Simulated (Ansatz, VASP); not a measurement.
Sb: VASP beside Ansatz

```
Sb
1.0
     4.31775    0.00000    0.00000
    -2.15887    3.73928    0.00000
     0.00000    0.00000    2.56644
Sb
3
Cartesian
  0.0000 0.0000 0.0000
  0.0000 2.4929 1.2832
  2.1589 1.2464 1.2832
```

Change from the starting cell: volume scaled by 0.5, norm-conserving files.

Alike in both runs: task single point; functional PBE; k mesh 7 × 7 × 9; occupations fermi-dirac, width 0.1 eV; no spin polarisation.

```csv
,VASP,Ansatz
version,VASP 6.6.1,Ansatz 0.2.0
potentials or method,"VASP PAW PBE potentials, release 64 (Sb)","norm-conserving pseudopotentials, scalar-relativistic"
plane-wave cutoff (eV),520,1088
valence electrons in the cell,15,45
```

```tsv
	VASP	Ansatz	Ansatz less VASP
pressure (GPa)	203.2	198.8	-4.44
largest component of the traceless stress (GPa)	0.05	0.14	+0.086
```

With one functional, cell and mesh, what is left measures potentials, basis and numerics. The two sets of potentials don't hold the same shells in valence.

Caveats: the cell as given lies far from equilibrium; so large a pressure means that the cell lies far from this level's equilibrium, or that cutoff or potentials fall short (VASP). Spin-orbit coupling is left out, which matters for the levels of Sb.
